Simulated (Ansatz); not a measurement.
Crystal: Ge.

```
CELL_PARAMETERS angstrom
5.93000 0.00000 0.00000
0.00000 5.93000 0.00000
0.00000 0.00000 6.98000
ATOMIC_POSITIONS crystal
Ge 0.37500 0.16670 0.75000
Ge 0.33330 0.87500 0.50000
Ge 0.62500 0.83330 0.25000
Ge 0.66670 0.12500 0.00000
Ge 0.87500 0.33330 0.50000
Ge 0.83330 0.62500 0.75000
Ge 0.12500 0.66670 0.00000
Ge 0.16670 0.37500 0.25000
Ge 0.57500 0.42500 0.25000
Ge 0.92500 0.92500 0.50000
Ge 0.42500 0.57500 0.75000
Ge 0.07500 0.07500 0.00000
```

This isn't the form of Ge at room conditions, which is diamond.

| Quantity | Value |
| --- | --- |
| Program | Ansatz 0.2.0 |
| Task | relaxation of cell and atoms |
| Functional | PBEsol |
| Dispersion | D3(BJ)-ATM |
| Potentials or basis | Ansatz PAW |
| Cutoff | 420 eV (not typed: the program's choice for these potentials) |
| k mesh | 5 × 5 × 4 |
| Occupations | fermi-dirac, width 0.05 eV |
| Spin | no spin polarisation |

At the start: volume 20.45 Å³/atom.

**Question.** Where does the relaxation end?

**Answer.** It ends after 5 steps and the volume is 19.65 Å³/atom (-3.9 %); space group P4_32_12 (No. 96, to 0.05 Å).

The path:
```csv
step,energy change (eV),largest force (eV/Å),volume (Å³)
1,0.0000,0.8505,245.45
2,-0.2336,0.1167,232.52
3,-0.2625,0.0274,235.47
4,-0.2631,0.0056,235.80
5,-0.2613,0.0056,235.80
```

Final structure:
```
Ge
1.0
     5.87448    0.00000    0.00000
     0.00000    5.87448    0.00000
     0.00000    0.00000    6.83289
Ge
12
Direct
  0.36848 0.17377 0.73667
  0.32623 0.86848 0.48667
  0.63152 0.82623 0.23667
  0.67377 0.13152 0.98667
  0.86848 0.32623 0.51333
  0.82623 0.63152 0.76333
  0.13152 0.67377 0.01333
  0.17377 0.36848 0.26333
  0.59076 0.40924 0.25000
  0.90924 0.90924 0.50000
  0.40924 0.59076 0.75000
  0.09076 0.09076 0.00000
```

Caveat: the plane-wave basis is chosen anew once the cell has moved, so the energies of steps on either side of that aren't comparable; the PAW data sets come from PBE, with cores solved anew for the run's functional, which leaves a small shift of forces and pressure.
